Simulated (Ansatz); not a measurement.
# BaTiO3 (P4mm): band gap by G0W0 on PBE

Aim: the quasiparticle gap of BaTiO3 (P4mm), starting from PBE.

Method: PBE, then G0W0 on it, plane waves, PAW, in Ansatz 0.2.0.

## Step 1: Starting point

It takes space group P4mm (No. 99, tetragonal). The conventional cell has a = 3.990 Å, b = 3.990 Å, c = 4.023 Å, α = 90.00°, β = 90.00°, γ = 90.00°. Nearest to Ba lie 12 O at 2.80 to 2.87 Å. Nearest to Ti lie 6 O at 1.84 to 2.18 Å. Nearest to O lie 2 Ti at 1.84 to 2.18 Å and 4 Ba at 2.82 Å. Nearest to O lie 2 Ti at 2.00 Å and 4 Ba at 2.80 to 2.87 Å. Farther neighbours and most contacts between anions are not listed.

The cell and positions come from the Crystallography Open Database and are kept as given unless a step says otherwise. Spin-orbit coupling is left out unless a step names it. The default PAW set here is soft_2. Its files were made with PBE.

## Step 2: Bands along the symmetry lines

Levels along a band path and on the mesh show where this functional puts the band edges.

This step: DFT, PBE, plane waves, PAW.

File input.yaml:

```yaml
crystal:
  lattice:
    - [3.99048, 0.0, 0.0]
    - [0.0, 3.99048, 0.0]
    - [0.0, 0.0, 4.02303]
  atoms:
    - { symbol: Ba, position: [0.0, 0.0, 0.0] }
    - { symbol: Ti, position: [0.5, 0.5, 0.522] }
    - { symbol: O, position: [0.5, 0.5, 0.979] }
    - { symbol: O, position: [0.5, 0.0, 0.488] }
    - { symbol: O, position: [0.0, 0.5, 0.488] }
kpoints:
  mp_grid: { grid: [6, 6, 6] }
  band_path:
    path:
      - [[0.0, 0.0, 0.0], [0.0, 0.5, 0.0], [0.5, 0.5, 0.0], [0.0, 0.0, 0.0], [0.0, 0.0, 0.5], [0.0, 0.5, 0.5], [0.5, 0.5, 0.5], [0.0, 0.0, 0.5]]
      - [[0.0, 0.5, 0.0], [0.0, 0.5, 0.5]]
      - [[0.5, 0.5, 0.0], [0.5, 0.5, 0.5]]
    npoints: 10
hamiltonian:
  xc: pbe
scf:
  occupations: { method: fermi_dirac, width: 0.02 }
  n_extra_bands: 5
output:
  eigenvalues: true
  forces: true
  stress: true
  write_density: true
  write_potential: true
  elf: true
  volumetric_format: npy
```

The run is started by

```console
> ansatz run input.yaml --threads 3 --pin off --max-ram 92160MiB --backend cuda --events-out ev --progress --plain --runs-dir out --devices 1 --max-vram 13GiB
```

Numbers of over 12 decimals in the logs are rounded to 6 here.

The program printed:

```text
scf.n_extra_bands = 5 over 20 filled bands (N_el = 40.0): the run solves 25 bands
GPUs: using 1 of 1 available (devices: 1).
Engine: ansatz 0.2.0, x86_64-unknown-linux-gnu
Pseudopotentials: kind: paw
Pseudopotential: Ba, paw, valence charge 10, recommended cutoff 420 eV (normal), Ba.paw.azcp
Pseudopotential: Ti, paw, valence charge 12, recommended cutoff 420 eV (normal), Ti.paw.azcp
Pseudopotential: O, paw, valence charge 6, recommended cutoff 420 eV (normal), O.paw.azcp
Functional definition: PBE
  parameter kappa = 0.804
  parameter beta = 0.066725
  exchange = pbe_x(kappa = kappa, mu = beta*pi^2/3)
  correlation = pbe_c(beta = beta)
device memory: the entry about to start is reckoned to put 1.7 GiB on a device that reports 49.1 GiB free (of which the cap on the GPU budget leaves the run 13.0 GiB)
GPU FFT provider: cuFFT
GPU libraries: cuBLAS 13.8.2, cuFFT 12.4.0, cuSOLVER 12.3.4
Crystal: 5 atoms, lattice volume = 64.062 Å³
Basis set: ecut = 420 eV, 1245 PW (Γ), exchange–correlation on 54×54×54 points (8 copies of the dense FFT grid, shifted against one another)
Bands: 25, of which v1, the nominal top of the filled ones, is band 20 counted from 1 (19 counted from 0)
Symmetry: 8 space group operations
Space group: P4mm (ITA 99), of the structure as read, at distance tolerance 4.0e-5 Å
k-points: 40 of 216 (time reversal used)
Non-local potential: Ba, projectors of the file, l = 0: 3, l = 1: 2, l = 2: 2, l = 3: 2
Non-local potential: Ti, projectors of the file, l = 0: 3, l = 1: 2, l = 2: 3, l = 3: 1
Non-local potential: O, projectors of the file, l = 0: 2, l = 1: 2, l = 2: 1
PAW form: soft (Blöchl's): semilocal exchange-correlation on the pseudo side does not see the compensation charge
PAW one-centre angular grid: Ba, 194 points (default); XC on 64 Gauss nodes
PAW one-centre angular grid: Ti, 590 points (default); XC on 64 Gauss nodes
PAW one-centre angular grid: O, 110 points (default); XC on 64 Gauss nodes
Initial density: superposition of atomic densities (neutral atoms: chi_scale 0, normalization atom), corrected by the library's trained network
Initial wavefunctions: pseudopotential atomic-orbital guess
GPU buffer pool allocated for 19683 grid points (all kernels)
GPU transforms: local potential and band sums: pruned to the plane-wave sphere, on 27×27×27
Functional: x = pbe(κ = 0.804, μ = 0.219515), c = pbe(β = 0.066725)
SCF iter   1: F=—  HF=-10159.578649 eV  |F-HF|=—  |Δ(HF+E_count)|=         —  Δρ=1.54e-3  dr2=8.80e-4  ethr=1.77e-3  ⟨swp⟩=6.4  Hψ=5048  notcnv=0
preconditioner: auto → Resta (q_TF=auto, 2.522 Å⁻¹)  ε∞=5.8  [insulator: Δε(μ)=1.844 eV  Ē_g=12.015 eV  σ=0.020 eV  W_gap=1.00  n_scr=18 (ndim 8)  ℏωp=26.2 eV  f_vac=0.000  D(μ)=0.00/eV (n_scr^D=0)  ε∞_Penn≈5.8]
SCF iter   2: F=—  HF=-10159.578930 eV  |F-HF|=—  |Δ(HF+E_count)|=   2.81e-4  Δρ=7.62e-4  dr2=2.32e-4  ethr=2.20e-6  ⟨swp⟩=2.0  Hψ=2125  notcnv=0  defer=9
SCF iter   3: F=—  HF=-10159.579157 eV  |F-HF|=—  |Δ(HF+E_count)|=   2.27e-4  Δρ=1.13e-4  dr2=1.29e-5  ethr=5.80e-7  ⟨swp⟩=2.8  Hψ=1639  notcnv=0  defer=9
SCF iter   4: F=—  HF=-10159.578600 eV  |F-HF|=—  |Δ(HF+E_count)|=   5.57e-4  Δρ=4.55e-5  dr2=1.52e-6  ethr=3.22e-8  ⟨swp⟩=2.1  Hψ=1698  notcnv=0  defer=9
iter 5 did not close the SCF: its close was put off for the readings that it lacked (scf_convergence_deferred on its scf_iter line)
SCF iter   5: F=-10159.578600 eV  HF=-10159.578600 eV  |F-HF|=3.88e-8  |Δ(HF+E_count)|=   5.02e-8  Δρ=1.53e-5  dr2=9.69e-8  ethr=3.80e-9  ⟨swp⟩=2.4  Hψ=1701  notcnv=0  defer=9
SCF iter   6: F=-10159.578600 eV  HF=-10159.578600 eV  |F-HF|=1.29e-10  |Δ(HF+E_count)|=   1.30e-8  Δρ=4.27e-6  dr2=7.67e-9  ethr=2.42e-10  ⟨swp⟩=10.2  Hψ=7403  notcnv=0
SCF 1 converged in 6 iterations: F = -10159.578600 eV  dr2 = 7.67e-9
  greatest PAW one-centre occupation: 0.999 electrons in one spin orbital (limit 2), on the Ti atom at site 1 (counted from 0), in its partial waves of l = 0
device memory: the entry about to start is reckoned to put 2.1 GiB on a device that reports 47.5 GiB free (of which the cap on the GPU budget leaves the run 13.0 GiB)
NSCF: frozen V_eff on 93 k-points, pencils in batches of 32, up to order 112
SCF converged after 6 iterations
Free energy (F): -10159.578600 eV
Harris-Foulkes:  -10159.578600 eV  (|F-HF|=1.29e-10)
Internal energy: -10159.578600 eV  (E = F + TS)
E sigma→0 (E₀):  -10159.578600 eV
Fermi energy:    11.336806 eV
--- Per-component energies (eV) ---
  E_band       = -138.952005
  E_kinetic    = 971.278221
  E_local      = -2105.596284  (includes V_loc(G=0)·N_el)
  E_nonlocal   = 203.744565
  E_hartree    = 823.734011
  E_xc         = -491.772009
  E_vxc        = -546.546371  (∫ρ·V_xc dr)
  E_paw        = -6744.797989  (= ΣΔE_a)
  E_vpaw       = -309.310149  (= ΣTr[D̂ρ^β])
  E_aug_tail   = 0.007466  (compensation charges beyond the density's cutoff)
  E_ewald      = -2816.176581
  E_smearing   = -0.000000  (= −TS)
  E_closure    = -0.000000  (closes the sum)
  Σ components = -10159.578600   (vs F -10159.578600, Δ=0.00e0)
--- Forces (eV/Å), atoms counted from 1 ---
  atom   1  Ba     0.00000000    -0.00000000     0.14856977
  atom   2  Ti    -0.00000000    -0.00000000    -0.18995691
  atom   3  O     -0.00000000    -0.00000000     0.01296160
  atom   4  O      0.00000000     0.00000000     0.01420213
  atom   5  O     -0.00000000     0.00000000     0.01420213
  max |Σ_I F_I| component: 2.13e-5 eV/Å
--- Stress (GPa, compression-positive) ---
        3.223470       0.000000       0.000000
        0.000000       3.223470       0.000000
        0.000000       0.000000       5.505342
  P = ⅓ Tr σ = 3.9841 GPa (39.841 kbar)
--- Band table (eV; the first three rows and the last of 40) ---
  k-point 0: bands = [... 16 lower, 9.2044, 9.9809, 10.0554, 10.0554, 12.2620, 12.6279, 12.6279, 14.5091, ... 1 higher]
  k-point 1: bands = [... 16 lower, 8.9935, 9.4921, 9.9674, 9.9674, 12.2933, 13.0233, 13.0233, 14.5071, ... 1 higher]
  k-point 2: bands = [... 16 lower, 8.6260, 8.7787, 9.7986, 9.7986, 12.3579, 13.7377, 13.7377, 14.5067, ... 1 higher]
  k-point 39: bands = [... 16 lower, 8.0171, 10.2246, 10.2246, 10.4006, 14.6437, 14.6550, 14.6550, 16.9137, ... 1 higher]
```

Wall time 11 s (1 × NVIDIA H100 80GB HBM3 (shared by 6 runs) with 3 threads of AMD EPYC 7R13 (Zen 3), shared host); peak memory 0.96 GiB; 5.3 s of CPU time.

In the SCF lines HF is the Harris–Foulkes energy and dr2 the Hartree energy of the density residual, in eV; the loop may stop once dr2 is under the threshold and the program's other checks hold. Hψ counts applications of the Hamiltonian.

Numbers from this step:

| Item | Value |
| --- | --- |
| pressure | 3.984 GPa |
| filled bands | 20 |
| gap | 1.861 eV |
| valence top at | A |
| conduction bottom at | Γ |
| least direct gap | 2.207 eV |

Over mesh and path the gap is 1.861 eV, from k = (0.500, 0.500, 0.500) to k = Γ. The least direct gap found is 2.207 eV, at k = Γ.

Electronic bands along the path, in eV, zero at the top of the highest nominally filled band:

```tsv
point	band 17	band 18	band 19	band 20	band 21	band 22	band 23	band 24
Γ	-1.20	-0.42	-0.35	-0.35	1.86	2.23	2.23	4.11
halfway	-1.51	-1.24	-0.78	-0.64	2.27	2.80	2.85	4.25
X	-1.83	-1.66	-1.10	-0.94	2.33	3.57	3.63	4.23
halfway	-1.66	-1.50	-1.09	-0.48	2.89	3.64	3.72	4.76
M	-1.80	-1.06	-1.06	-0.05	3.67	3.67	4.02	4.75
halfway	-1.92	-1.18	-0.90	-0.49	2.75	2.98	3.17	4.75
Γ	-1.20	-0.42	-0.35	-0.35	1.86	2.23	2.23	4.11
halfway	-1.60	-1.29	-0.52	-0.52	1.92	2.99	2.99	4.11
Z	-1.94	-1.91	-0.68	-0.68	1.99	3.67	3.67	4.11
halfway	-1.41	-1.27	-1.08	-0.64	2.86	3.69	3.72	4.77
R	-1.72	-0.90	-0.87	-0.22	3.61	3.70	4.02	4.95
halfway	-2.46	-0.61	-0.52	-0.20	3.89	3.91	4.14	6.26
A	-2.38	-0.18	-0.18	0.00	4.24	4.25	4.25	6.51
halfway	-2.14	-0.88	-0.70	-0.65	3.36	3.80	3.84	5.99
Z	-1.94	-1.91	-0.68	-0.68	1.99	3.67	3.67	4.11
jump to X	-1.83	-1.66	-1.10	-0.94	2.33	3.57	3.63	4.23
halfway	-1.46	-1.39	-1.19	-0.62	3.04	3.59	3.75	4.81
R	-1.72	-0.90	-0.87	-0.22	3.61	3.70	4.02	4.95
jump to M	-1.80	-1.06	-1.06	-0.05	3.67	3.67	4.02	4.75
halfway	-2.53	-0.71	-0.71	-0.02	3.94	3.94	4.13	6.06
A	-2.38	-0.18	-0.18	0.00	4.24	4.25	4.25	6.51
```

Valence density in the ac plane at fractional y = 0.500, with atoms of Ti and O within 0.2 Å of it. It is the smooth field of the valence electrons, not physical close to the nuclei.

Ten even steps from '0' (0.04 × 1e0 e/Å³) to '9' (9.75 × 1e0 e/Å³), each cell a mean:
```
00000256410000
00000134210000
00000011000000
00000001000000
11000134310001
42100378620013
75101489830025
64100368620025
32000123200012
00000000000000
00000000000000
00000001000000
00000134210000
00000256410000
```
Columns run along a (4.0 Å), rows up along c (4.0 Å). Atoms in or near the plane, at fractional coordinates: Ti at (0.50, 0.52), O at (0.50, 0.98), O at (0.00, 0.49).

Electrostatic potential energy in the ac plane at fractional y = 0.500, with atoms of Ti and O within 0.2 Å of it. With pseudopotentials it is smooth inside the atoms' cores, unlike the true potential.

Ten even steps from '_' (-38 eV) to '@' (15 eV), each cell a mean:
```
@@@@@@@@@@==..__..**@@@@@@@@
@@@@@@@@@@**--::--%%@@@@@@@@
@@@@@@@@@@%%##**##%%@@@@@@@@
@@@@@@@@%%##++++**##%%@@@@@@
**%%@@%%##==::::--++##@@@@##
::--##%%++::....::--**%%**--
__..++%%++::......--**##--__
__..++%%++--....::--**%%==..
--++%%@@##++------++%%@@##==
%%@@@@@@%%##******%%@@@@@@%%
@@@@@@@@@@@@%%%%%%@@@@@@@@@@
@@@@@@@@@@@@%%##%%@@@@@@@@@@
@@@@@@@@@@**--::--%%@@@@@@@@
@@@@@@@@@@==____..**@@@@@@@@
```
Columns run along a (4.0 Å; values clipped at the 3rd and 97th percentile), rows up along c (4.0 Å). Atoms in or near the plane, at fractional coordinates: Ti at (0.50, 0.52), O at (0.50, 0.98), O at (0.00, 0.49).

(Part 1 of 2 ends here.)

[Paths, hosts, dates, memory and timing lines, banners, echoed tables and standing remarks are left out of the program output.]

[Logs are printed without paths, hosts, clocks, repeated set-up lines and the standing remarks that a program may print on its own settings, such as how far it seeks lower states.]

[Runs of the session that timed out or met a known fault of the program may be left out.]

[Cells called generated may have been cut or substituted from an entry of the Crystallography Open Database or the Materials Project.]

[Hosts, paths, dates, database ids (printed as entryN), source tags and the programs' standing remarks are cut or masked in the printed files.]

[Where an RPA ε∞ is given, it is that of the G0W0 mesh and is not shown converged in it. Names of k-points follow the symmetry that the program found, which can be lower than the space group named. Band edges on a path are those of the sampled points; other points can move an edge, and change direct to indirect where valleys lie close.]

[Hybrid gaps are those of their k-mesh and are not shown converged in it.]
